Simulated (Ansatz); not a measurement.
The system is HfO2.

```
Hf O
1.0
     5.08032    0.00000    0.00000
     0.00000    5.16487    0.00000
     0.00000    0.00000    4.89088
Hf O
4 8
Direct
  0.22259 0.78180 0.27207
  0.72259 0.71820 0.72793
  0.77741 0.21820 0.27207
  0.27741 0.28180 0.72793
  0.18682 0.16365 0.10453
  0.68682 0.33635 0.89547
  0.81318 0.83635 0.10453
  0.31318 0.66365 0.89547
  0.00000 0.50000 0.48905
  0.50000 0.00000 0.51095
  0.00000 0.00000 0.57562
  0.50000 0.50000 0.42438
```

The cell comes from a database or a generator and needn't be the stable form of this composition.

Base run:

```yaml
Program: Ansatz 0.2.0
Functional: PBE
Potentials_or_basis: Ansatz PAW
Cutoff: "420 eV (not typed: the program's choice for these potentials)"
k_mesh: 5 × 5 × 6
Occupations: fermi-dirac, width 0.05 eV
Spin: no spin polarisation
```

Its results: band gap on the k mesh 3.86 eV, direct; pressure 9.9 GPa; largest force 0.184 eV/Å.

**Question.** The run is repeated on the same cell with these changes: functional from PBE to PBEsol. What comes out?

**Answer.** Band gap on the k mesh 3.75 eV, direct; pressure 1.6 GPa; largest force 0.112 eV/Å.

PBEsol binds more tightly than PBE, so the same cell stands under less pressure.

Caveats: spin-orbit coupling is left out, which moves the levels of the heavy elements; the PAW data sets come from PBE, with cores solved anew for the run's functional, which leaves a small shift of forces and pressure (some runs).
